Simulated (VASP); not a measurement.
# TaN (Fm-3m) in VASP: notebook

One crystal, TaN, is run at these levels: LDA+U; tasks: single point.

All numbers are computed with VASP 6.6.1; they aren't measurements. Logs are shortened: lines on timing, memory, paths and dates and some standing lists are left out, and cuts for length are marked.

## 1. Starting point

The structure is cubic, space group Fm-3m (No. 225). The conventional cell has a = 4.358 Å, b = 4.358 Å, c = 4.358 Å, α = 90.00°, β = 90.00°, γ = 90.00°. Ta (site symmetry m-3m) is surrounded by 6 N at 2.18 Å. Around N (site symmetry m-3m) lie 6 Ta at 2.18 Å.

## 2. Single point, LDA+U, collinear spin, typed start

File INCAR:

```
SYSTEM = TaN
PREC = Accurate
ENCUT = 520
EDIFF = 1E-7
ISMEAR = 0
SIGMA = 0.05
LREAL = .FALSE.
LASPH = .TRUE.
NELM = 150
ALGO = Normal
ISIF = 2
LWAVE = .FALSE.
LCHARG = .FALSE.
ISPIN = 2
MAGMOM = 2 2 0 0
LORBIT = 11
LMAXMIX = 4
LDAU = .TRUE.
LDAUTYPE = 2
LDAUL = 2 -1
LDAUU = 7 0
LDAUJ = 0 0
LDAUPRINT = 1
GGA = CA
NBANDS = 28
```

File KPOINTS:

```
regular mesh
0
G
  7 7 7
  0 0 0
```

File POSCAR:

```
TaN
1.0
    0.0000000000      2.1790013100      2.1790013100
    4.3580026200      2.1790013100      2.1790013100
    4.3580026200      4.3580026200      0.0000000000
Ta N
2 2
Direct
    0.5000000000      0.5000000000      0.0000000000
    0.5000000000      0.5000000000      0.5000000000
    0.0000000000      0.0000000000      0.0000000000
    0.0000000000      0.0000000000      0.5000000000
```

Potentials or basis: VASP PAW LDA potentials, release 64 (Ta_pv, N).

Command:

```bash
> cat potpaw_LDA.64/Ta_pv/POTCAR potpaw_LDA.64/N/POTCAR > POTCAR
> mpirun -np 1 vasp_std > vasp.out
```

OUTCAR:

```text
SYSTEM = TaN
   PREC = Accurate
   ENCUT = 520
   EDIFF = 1E-7
   ISMEAR = 0
   LREAL = .FALSE.
   LASPH = .TRUE.
   NELM = 150
   ISIF = 2
   ISPIN = 2
   LORBIT = 11
   GGA = CA

 ion  position               nearest neighbor table
   1  0.500  0.500  0.000-   4 2.18   3 2.18   4 2.18   3 2.18   4 2.18   4 2.18   2 3.08   2 3.08
                             2 3.08   2 3.08   2 3.08   2 3.08   2 3.08   2 3.08
   2  0.500  0.500  0.500-   3 2.18   3 2.18   4 2.18   4 2.18   3 2.18   3 2.18   1 3.08   1 3.08
                             1 3.08   1 3.08   1 3.08   1 3.08   1 3.08   1 3.08
   3  0.000  0.000  0.000-   2 2.18   1 2.18   2 2.18   1 2.18   2 2.18   2 2.18
   4  0.000  0.000  0.500-   1 2.18   1 2.18   2 2.18   2 2.18   1 2.18   1 2.18

  LATTYP: Found a simple tetragonal cell.
 ALAT       =     3.0815732050
 C/A-ratio  =     1.4142135624

  Lattice vectors:

 A1 = (   0.0000000000,  -2.1790013100,   2.1790013100)
 A2 = (   0.0000000000,  -2.1790013100,  -2.1790013100)
 A3 = (   4.3580026200,   0.0000000000,   0.0000000000)

Analysis of symmetry for initial positions (statically):
=====================================================================
 Subroutine PRICEL returns following result:

  LATTYP: Found a face centered cubic cell.
 ALAT       =     4.3580026200
[... 12 lines left out ...]
 Subroutine GETGRP returns: Found 16 space group operations
 (whereof 16 operations were pure point group operations)
 out of a pool of 16 trial point group operations.

The static configuration has the point symmetry D_4h.

Analysis of symmetry for dynamics (positions and initial velocities):
=====================================================================
 Subroutine PRICEL returns following result:

  LATTYP: Found a face centered cubic cell.
 ALAT       =     4.3580026200
[... 12 lines left out ...]
 Subroutine GETGRP returns: Found 16 space group operations
 (whereof 16 operations were pure point group operations)
 out of a pool of 16 trial point group operations.

The dynamic configuration has the point symmetry D_4h.

Analysis of structural, dynamic, and magnetic symmetry:
=====================================================================
 Subroutine PRICEL returns following result:

  LATTYP: Found a face centered cubic cell.
 ALAT       =     4.3580026200
[... 12 lines left out ...]
 Subroutine GETGRP returns: Found 16 space group operations
 (whereof 16 operations were pure point group operations)
 out of a pool of 16 trial point group operations.

The overall configuration has the point symmetry D_4h.

 Subroutine INISYM returns: Found 16 space group operations
 (whereof 16 operations are pure point group operations),
 and found     2 'primitive' translations

----------------------------------------------------------------------------------------

                                     Primitive cell

  volume of cell :      20.6920

  direct lattice vectors                    reciprocal lattice vectors
    -2.179001310  2.179001310 -0.000000000    -0.229462918  0.229462918 -0.229462918
    -2.179001310  0.000000000  2.179001310    -0.229462918 -0.229462918  0.229462918
     0.000000000  2.179001310  2.179001310     0.229462918  0.229462918  0.229462918

  length of vectors
     3.081573205  3.081573205  3.081573205     0.397441433  0.397441433  0.397441433

  position of ions in fractional coordinates (direct lattice)
     0.500000000  0.500000000  0.500000000
[... 143 lines left out ...]

  o =  0.1935  v =  0.0000 -0.0000  0.5000 -0.0000 -0.8660  0.0000  0.0000  0.0000  0.0000  0.0000      0.0000  0.0000  0.0000  0.0000  0.0000  0.0000  0.0000  0.0000  0.0000  0.0000
  o =  0.1935  v =  0.0000  0.0000  0.0000  0.0000  0.0000  0.0000 -0.0000  0.5000 -0.0000 -0.8660      0.0000  0.0000  0.0000  0.0000  0.0000  0.0000  0.0000  0.0000  0.0000  0.0000
  o =  0.1939  v =  0.0000  0.0000  0.8660 -0.0000  0.5000  0.0000  0.0000  0.0000  0.0000  0.0000      0.0000  0.0000  0.0000  0.0000  0.0000  0.0000  0.0000  0.0000  0.0000  0.0000
  o =  0.1939  v =  0.0000  0.0000  0.0000  0.0000  0.0000  0.0000  0.0000  0.8660 -0.0000  0.5000      0.0000  0.0000  0.0000  0.0000  0.0000  0.0000  0.0000  0.0000  0.0000  0.0000
  o =  0.2559  v =  0.0000 -1.0000 -0.0000 -0.0000  0.0000  0.0000  0.0000  0.0000  0.0000  0.0000      0.0000  0.0000  0.0000  0.0000  0.0000  0.0000  0.0000  0.0000  0.0000  0.0000
  o =  0.2559  v =  0.0000  0.0000  0.0000  0.0000  0.0000  0.0000 -1.0000  0.0000 -0.0000  0.0000      0.0000  0.0000  0.0000  0.0000  0.0000  0.0000  0.0000  0.0000  0.0000  0.0000
  o =  0.2596  v =  0.0000 -0.0000  0.0000  1.0000 -0.0000  0.0000  0.0000  0.0000  0.0000  0.0000      0.0000  0.0000  0.0000  0.0000  0.0000  0.0000  0.0000  0.0000  0.0000  0.0000
  o =  0.2596  v =  1.0000  0.0000  0.0000  0.0000  0.0000  0.0000  0.0000  0.0000  0.0000  0.0000      0.0000  0.0000  0.0000  0.0000  0.0000  0.0000  0.0000  0.0000  0.0000  0.0000
  o =  0.2596  v =  0.0000  0.0000  0.0000  0.0000  0.0000  0.0000 -0.0000  0.0000  1.0000 -0.0000      0.0000  0.0000  0.0000  0.0000  0.0000  0.0000  0.0000  0.0000  0.0000  0.0000
  o =  0.2596  v =  0.0000  0.0000  0.0000  0.0000  0.0000  1.0000  0.0000  0.0000  0.0000  0.0000      0.0000  0.0000  0.0000  0.0000  0.0000  0.0000  0.0000  0.0000  0.0000  0.0000

atom =   2  type =  1  l = 2

 onsite density matrix

spin component  1

  0.2596  0.0000  0.0000 -0.0000 -0.0000
  0.0000  0.2559 -0.0000 -0.0000  0.0000
  0.0000 -0.0000  0.1938  0.0000  0.0002
 -0.0000 -0.0000  0.0000  0.2596  0.0000
 -0.0000  0.0000  0.0002  0.0000  0.1936

spin component  2

  0.2596  0.0000  0.0000 -0.0000 -0.0000
  0.0000  0.2559 -0.0000 -0.0000  0.0000
  0.0000 -0.0000  0.1938  0.0000  0.0002
 -0.0000 -0.0000  0.0000  0.2596  0.0000
 -0.0000  0.0000  0.0002  0.0000  0.1936

 occupancies and eigenvectors

  o =  0.1935  v =  0.0000 -0.0000 -0.5000  0.0000  0.8660  0.0000  0.0000  0.0000  0.0000  0.0000      0.0000  0.0000  0.0000  0.0000  0.0000  0.0000  0.0000  0.0000  0.0000  0.0000
  o =  0.1935  v =  0.0000  0.0000  0.0000  0.0000  0.0000  0.0000 -0.0000 -0.5000  0.0000  0.8660      0.0000  0.0000  0.0000  0.0000  0.0000  0.0000  0.0000  0.0000  0.0000  0.0000
  o =  0.1939  v =  0.0000 -0.0000  0.8660  0.0000  0.5000  0.0000  0.0000  0.0000  0.0000  0.0000      0.0000  0.0000  0.0000  0.0000  0.0000  0.0000  0.0000  0.0000  0.0000  0.0000
  o =  0.1939  v =  0.0000  0.0000  0.0000  0.0000  0.0000  0.0000  0.0000  0.8660 -0.0000  0.5000      0.0000  0.0000  0.0000  0.0000  0.0000  0.0000  0.0000  0.0000  0.0000  0.0000
  o =  0.2559  v =  0.0000 -1.0000  0.0000  0.0000 -0.0000  0.0000  0.0000  0.0000  0.0000  0.0000      0.0000  0.0000  0.0000  0.0000  0.0000  0.0000  0.0000  0.0000  0.0000  0.0000
  o =  0.2559  v =  0.0000  0.0000  0.0000  0.0000  0.0000  0.0000 -1.0000  0.0000  0.0000 -0.0000      0.0000  0.0000  0.0000  0.0000  0.0000  0.0000  0.0000  0.0000  0.0000  0.0000
  o =  0.2596  v =  0.0000 -0.0000 -0.0000 -1.0000  0.0000  0.0000  0.0000  0.0000  0.0000  0.0000      0.0000  0.0000  0.0000  0.0000  0.0000  0.0000  0.0000  0.0000  0.0000  0.0000
  o =  0.2596  v =  1.0000  0.0000  0.0000  0.0000  0.0000  0.0000  0.0000  0.0000  0.0000  0.0000      0.0000  0.0000  0.0000  0.0000  0.0000  0.0000  0.0000  0.0000  0.0000  0.0000
  o =  0.2596  v =  0.0000  0.0000  0.0000  0.0000  0.0000  0.0000 -0.0000 -0.0000 -1.0000  0.0000      0.0000  0.0000  0.0000  0.0000  0.0000  0.0000  0.0000  0.0000  0.0000  0.0000
  o =  0.2596  v =  0.0000  0.0000  0.0000  0.0000  0.0000  1.0000  0.0000  0.0000  0.0000  0.0000      0.0000  0.0000  0.0000  0.0000  0.0000  0.0000  0.0000  0.0000  0.0000  0.0000

 number of electron      32.0000003 magnetization      -0.0001222

 Free energy of the ion-electron system (eV)
  ---------------------------------------------------
  ext. energy  EPLUGINS =         0.00000000
  ---------------------------------------------------
  free energy    TOTEN  =       -35.45843797 eV

  energy without entropy =      -35.45607379  energy(sigma->0) =      -35.45725588

 E-fermi :  10.4939     XC(G=0): -13.8318

 val. band max:       10.4640470836   @ k =  -0.2857   0.1429   0.0000
 cond. band min:      10.5202219085   @ k =   0.0000   0.0000   0.4286
 fundamental gap:      0.0561748249
 Fermi energy:        10.4939075919

 spin component 1

 k-point     1 :       0.0000    0.0000    0.0000
  band No.  band energies     occupation
      1     -27.1685      1.00000
      2     -26.6998      1.00000
      3     -26.6998      1.00000
      4     -26.3931      1.00000
      5     -26.3931      1.00000
      6     -26.3860      1.00000
[... 1481 lines left out ...]
     27      20.2178      0.00000
     28      20.3239      0.00000

 [... further k-points ...]

------------------------ aborting loop because EDIFF is reached ----------------------------------------

  FORCE on cell =-STRESS in cart. coord.  units (eV):
  Direction    XX          YY          ZZ          XY          YZ          ZX
  --------------------------------------------------------------------------------------
  -------------------------------------------------------------------------------------
  Total        5.8577394      5.8962327      5.8962327     -0.0000000      0.0000000      0.0000000
  in kB      226.7817819    228.2720455    228.2720455     -0.0000000      0.0000000      0.0000000
  external PRESSURE =     227.7752909 kB  Pullay stress =       0.0000000 kB

 VOLUME and BASIS-vectors are now :
 -----------------------------------------------------------------------------
  energy-cutoff  :      520.00
  volume of cell :       41.38
      direct lattice vectors                 reciprocal lattice vectors
     0.000000000  2.179001310  2.179001310    -0.229462918  0.229462918  0.229462918
     4.358002620  2.179001310  2.179001310     0.229462918 -0.229462918  0.229462918
     4.358002620  4.358002620  0.000000000     0.000000000  0.229462918 -0.229462918

 POSITION                                       TOTAL-FORCE (eV/Angst)
 -----------------------------------------------------------------------------------
      2.17900      2.17900      2.17900        -0.000000     -0.000000      0.000000
      4.35800      4.35800      2.17900         0.000000      0.000000     -0.000000
      0.00000      0.00000      0.00000        -0.000000      0.000000     -0.000000
      2.17900      2.17900      0.00000        -0.000000      0.000000     -0.000000
 -----------------------------------------------------------------------------------
    total drift:                               -0.000000     -0.000000     -0.000000

  FREE ENERGIE OF THE ION-ELECTRON SYSTEM (eV)
  ---------------------------------------------------
  free  energy   TOTEN  =       -35.4584379659 eV

  energy  without entropy=      -35.4560737942  energy(sigma->0) =      -35.45725588

 total charge

# of ion       s       p       d       tot
------------------------------------------
    1        0.303   6.261   2.276   8.840
    2        0.303   6.261   2.276   8.840
    3        1.218   2.583   0.000   3.800
    4        1.218   2.583   0.000   3.800
--------------------------------------------------
tot          3.041  17.687   4.553  25.281

 magnetization (x)

# of ion       s       p       d       tot
------------------------------------------
    1       -0.000  -0.000  -0.000  -0.000
    2       -0.000  -0.000  -0.000  -0.000
    3       -0.000  -0.000   0.000  -0.000
    4       -0.000  -0.000   0.000  -0.000
--------------------------------------------------
tot         -0.000  -0.000  -0.000  -0.000
```

Run time: 82 s. Hardware: 1 thread of Intel Xeon Platinum 8559C (Emerald Rapids), shared host; peak memory 0.22 GiB.

Results:

```
Free energy                                           : -35.4584 eV
Pressure                                              : 22.8 GPa
Band gap on the k mesh                                : none (metal or under the smearing width)
Net moment                                            : 0.00 μB per cell
Valence electrons inside the program's atomic spheres : Ta 8.84; N 3.80
```

Eigenvalues of the final occupation matrices:
```
    site  spin  trace               eigenvalues
site 1 d     1   1.16  0.19 0.19 0.26 0.26 0.26
site 1 d     2   1.16  0.19 0.19 0.26 0.26 0.26
site 2 d     1   1.16  0.19 0.19 0.26 0.26 0.26
site 2 d     2   1.16  0.19 0.19 0.26 0.26 0.26
```

Spin-orbit coupling is left out, which matters for the levels of Ta. The state reached can hang on the start; a lower one may exist.

## 3. Single point, LDA+U, collinear spin, zero start

File INCAR:

```
PREC = Accurate
ENCUT = 520
EDIFF = 1E-6
ISMEAR = 0
SIGMA = 0.05
LREAL = False
LASPH = True
NELM = 150
ALGO = Normal
ISIF = 2
LWAVE = False
LCHARG = False
ISPIN = 2
MAGMOM = 0 0 0 0
LORBIT = 11
NUPDOWN = 0.0
LMAXMIX = 4
LDAU = True
LDAUTYPE = 2
LDAUL = 2 -1
LDAUU = 7 0
LDAUJ = 0 0
LDAUPRINT = 1
NBANDS = 28
```

File KPOINTS:

```
Automatic mesh
0
Gamma
  7 7 7
```

POSCAR is that of step 2.

Potentials or basis: VASP PAW LDA potentials, release 64 (Ta_pv, N).

Command:

```bash
> cat potpaw_LDA.64/Ta_pv/POTCAR potpaw_LDA.64/N/POTCAR > POTCAR
> mpirun -np 1 vasp_std > vasp.out
```

It took 62 s on 1 thread of Intel Xeon Platinum 8559C (Emerald Rapids), shared host; peak memory 0.22 GiB.

It converged, with:

* Free energy: -35.4584 eV
* Pressure: 22.8 GPa
* Net moment: 0.00 μB per cell
* Valence electrons inside the program's atomic spheres: Ta 8.84; N 3.80

Stress tensor (GPa, compression positive):
```
22.66  0.00  0.00
 0.00 22.83  0.00
 0.00  0.00 22.83
```

Eigenvalues of the final occupation matrices:
| site | spin | trace | eigenvalues |
| --- | --- | --- | --- |
| site 1 d | 1 | 1.16 | 0.19 0.19 0.26 0.26 0.26 |
| site 1 d | 2 | 1.16 | 0.19 0.19 0.26 0.26 0.26 |
| site 2 d | 1 | 1.16 | 0.19 0.19 0.26 0.26 0.26 |
| site 2 d | 2 | 1.16 | 0.19 0.19 0.26 0.26 0.26 |

Caveat: the total moment is fixed, so each spin has its own Fermi level. The state reached can hang on the start; a lower one may exist.

(Part 1 of 2 ends here.)
